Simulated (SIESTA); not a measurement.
The system is PbO.

```
Pb O
1.0
     5.87600    0.00000    0.00000
     0.00000    5.47600    0.00000
     0.00000    0.00000    4.74300
Pb O
4 4
Direct
  0.76900 0.51400 0.25000
  0.23100 0.48600 0.75000
  0.76900 0.98600 0.75000
  0.23100 0.01400 0.25000
  0.13200 0.58200 0.25000
  0.86800 0.41800 0.75000
  0.13200 0.91800 0.75000
  0.86800 0.08200 0.25000
```

Base run:

```yaml
Program: SIESTA 5.4.2
Functional: PBEsol
Potentials_or_basis: PseudoDojo 0.4 standard (PBEsol files)
Basis: DZP (energy shift 0.003 Ry; two zetas on semicore shells)
Grid_cutoff: 800 Ry
Energy_shift: 0.003 Ry
k_mesh: 5 × 5 × 6
Occupations: fermi-dirac, width 0.05 eV
Spin: no spin polarisation
```

Its results: band gap on the k mesh 1.84 eV, indirect (least direct gap 2.02 eV); pressure 0.8 GPa; largest force 1.151 eV/Å.

Question: The run is repeated on the same cell with these changes: functional from PBEsol to LDA; potentials or basis from PseudoDojo 0.4 standard (PBEsol files) to PseudoDojo 0.4 standard (LDA files). What comes out?

Answer: Band gap on the k mesh 1.84 eV, indirect (least direct gap 2.03 eV); pressure -2.3 GPa; largest force 1.023 eV/Å.

Caveats: spin-orbit coupling is left out, which as a rule narrows the gap of such compounds by several tenths of an eV; the cell's inner coordinates are idealised or old, which leaves forces on the atoms; the basis of atomic orbitals isn't converged, which shifts pressures, moduli and gaps.

Not every run made on this cell is shown here.
